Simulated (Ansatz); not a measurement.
CuO:

```
CELL_PARAMETERS angstrom
0.00000 2.32725 2.32725
2.32725 0.00000 2.32725
2.32725 2.32725 0.00000
ATOMIC_POSITIONS crystal
Cu 0.00000 0.00000 0.00000
O 0.25000 0.25000 0.25000
```

Measurements of this composition are mostly on another form, of space group No. 15.

Program: Ansatz 0.2.0. Alike in all runs: potentials or basis Ansatz PAW; no spin polarisation; cell as given; k mesh 6 × 6 × 6; smearing fermi-dirac 0.05 eV; the mesh is coarse, so values aren't converged.

Q: Order these runs on this cell by their pressure, lowest first.
A. level LDA; cutoff (eV) 420; points for each segment of the path 14
B. level r2SCAN; cutoff (eV) 500; points for each segment of the path 14
C. level BLYP; cutoff (eV) 420; points for each segment of the path 14
D. level r2SCAN0; cutoff (eV) 500
E. level HSE06; cutoff (eV) 420; points for each segment of the path 4

A: A (-20.6 GPa), D (-16.8 GPa), B (-14.8 GPa), E (-13.2 GPa), C (-5.1 GPa).

Caveats: all runs use coarse meshes; an odd number of electrons without spin polarisation forces a metal; a magnetic or distorted state may lie lower; the run has no spin polarisation, though such a crystal can be magnetic; the PAW data sets come from PBE, with cores solved anew for the run's functional, which leaves a small shift of forces and pressure; the thresholds are loose for stress (some runs).
